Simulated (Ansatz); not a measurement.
## Ta₂N: what symmetry allows forces and stress to be

```yaml
crystal:
  lattice:
    - [3.19685, 0.00000, 0.00000]
    - [-1.59842, 2.76855, 0.00000]
    - [0.00000, 0.00000, 4.85513]
  atoms:
    - { symbol: Ta, position: [0.66667, 0.33333, 0.73020] }
    - { symbol: Ta, position: [0.33333, 0.66667, 0.26980] }
    - { symbol: N, position: [0.00000, 0.00000, 0.00000] }
```

These are results of DFT PBE, scalar-relativistic, plane waves, PAW (Ansatz 0.2.0), not measurements.

Plane waves to 420 eV, a k mesh through Γ of 15×15×10 on the computed 3-atom cell and Gaussian smearing (0.10 eV); no spin polarisation.

This distorted cell has space group P-3m1, with 12 operations.

Problem. Without a calculation: in which directions can each atom feel a force?

Solution. A force must be left unchanged by every operation that keeps its atom in place, so it lies in the space that those operations leave fixed. Atoms that the group maps onto each other feel forces of one size.
```csv
atom,site symmetry,operations at the site,equivalent to atom,allowed force (Cartesian)
Ta1,3m.,6,1,"along (0.00, 0.00, 1.00)"
Ta2,3m.,6,1,"along (0.00, 0.00, 1.00)"
N3,-3m.,12,3,none
```

That leaves 1 independent force component of 9. A relaxation in this cell that keeps the symmetry moves the atoms in these directions alone.

Problem. And the stress tensor?

Solution. It must be invariant under the point group, which leaves 2 independent components: yz, xz, xy vanish; xx = yy.

Problem. Do the computed values obey this?

Solution. Yes. Forces (eV/Å):
```
Ta1  0.000  0.000  2.042
Ta2  0.000  0.000 -2.042
N3   0.000  0.000  0.000
```

Stress (GPa, compression positive, xx yy zz yz xz xy): -17.61 -17.61 -7.23 0.00 0.00 0.00. The program imposes the same operations on density, forces and stress, so this confirms the analysis and is no independent test of the calculation.

Spin–orbit coupling is left out, which can shift energies with elements as heavy as these. Spin polarisation was left out, and a magnetic state may lie lower.